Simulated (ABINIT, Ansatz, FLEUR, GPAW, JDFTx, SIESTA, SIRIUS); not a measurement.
# One calculation of MgS, 7 ways

```xyz
2
Lattice="0.0000 2.6016 2.6016 2.6016 0.0000 2.6016 2.6016 2.6016 0.0000" Properties=species:S:1:pos:R:3 pbc="T T T"
S     2.6362    2.6247    2.6092
Mg   -0.0517    0.0080    0.0170
```

Atoms were shifted at random by some hundredths of an Å from the given cell, which wasn't relaxed again for these runs.

Alike in all runs: task single point; functional PBEsol; k mesh 9 × 9 × 9; occupations fermi-dirac, width 0.05 eV; no spin polarisation; no spin-orbit coupling. Pressure is positive in compression and, in plane waves, holds the error of the finite cutoff.

| program and potentials | plane-wave cutoff (eV) | notes | pressure (GPa) | largest force (eV/Å) | energy over the undisturbed cell (meV/atom) |
| --- | --- | --- | --- | --- | --- |
| GPAW, PAW data sets generated for this functional | 800 | - | ? | ? | ? |
| SIESTA, files PseudoDojo sr-pbesol-0.4.1-standard, DZP (energy shift 0.003 Ry; two zetas on semicore shells) | - | atomic basis | 1.47 | 0.312 | 6.80 |
| Ansatz, all-electron LAPW, scalar-relativistic | - | - | -0.70 | 0.255 | - |
| ABINIT, PseudoDojo NC SR PBEsol v0.4.1 standard | 1143 | - | -0.64 | 0.256 | - |
| JDFTx, PseudoDojo-SR-PBEsol-0.4.1-standard with smoothed tails | 1143 | - | -0.64 | 0.256 | 5.53 |
| SIRIUS, PseudoDojo 0.4.1 PBEsol standard (scalar relativistic) | 1152 | - | -0.63 | 0.256 | - |
| FLEUR, all-electron, FLAPW | - | - | - | 0.255 | 5.50 |

Q: Estimate from the other rows what the run with GPAW, PAW data sets generated for this functional gave.

A: Pressure -0.64 GPa; largest force 0.260 eV/Å; energy over the undisturbed cell 5.61 meV/atom. The other rows, which needn't bracket it: pressure -0.70 to 1.47; largest force 0.255 to 0.312; energy over the undisturbed cell 5.50 to 6.80.
